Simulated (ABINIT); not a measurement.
A run of ABINIT 10.8.3 (patched build):

The input run.abi:

```
# Pseudopotentials
pp_dirpath "./"
pseudos "Sn.upf"

# Structure
acell 8.64103205 8.64103205 8.64103205
rprim
     0.0000000000     0.7071067812     0.7071067812
     0.7071067812     0.0000000000     0.7071067812
     0.7071067812     0.7071067812     0.0000000000
ntypat 1
znucl 50
natom 2
typat 1 1
xred
     0.7500000000     0.7500000000     0.7500000000
     0.5000000000     0.5000000000     0.5000000000

# Plane-wave basis
ecut 43.0

# k points
kptopt 1
ngkpt 7 7 7
nshiftk 1
shiftk 0.0 0.0 0.0

# Exchange and correlation
ixc -497498
usekden 1
nc_xccc_gspace 1
boxcutmin 3.0

# Bands and occupations
nband 18
occopt 3
tsmear 0.00183747

# SCF cycle
nstep 100
tolvrs 1.0e-9

# Output
iomode 3
prtwf 0
prtden 0
prteig 0
prtebands 0
enunit 1
```

Potentials or basis: PseudoDojo NC SR PBE v0.4.1 standard.

Launch:

```sh
$ mpirun --bind-to none -np 4 abinit run.abi > log 2>&1
```

Hardware: 4 MPI ranks on Arm Neoverse V1 (shared host).

Task: Estimate the wall time of this run.

Result: It took 3.2 min on 4 MPI ranks on Arm Neoverse V1, with other jobs on the host, peak memory 1.2 GiB a rank. Counts: scf iterations 10, mpi ranks 4, k points 20, bands 18, plane waves 6173.
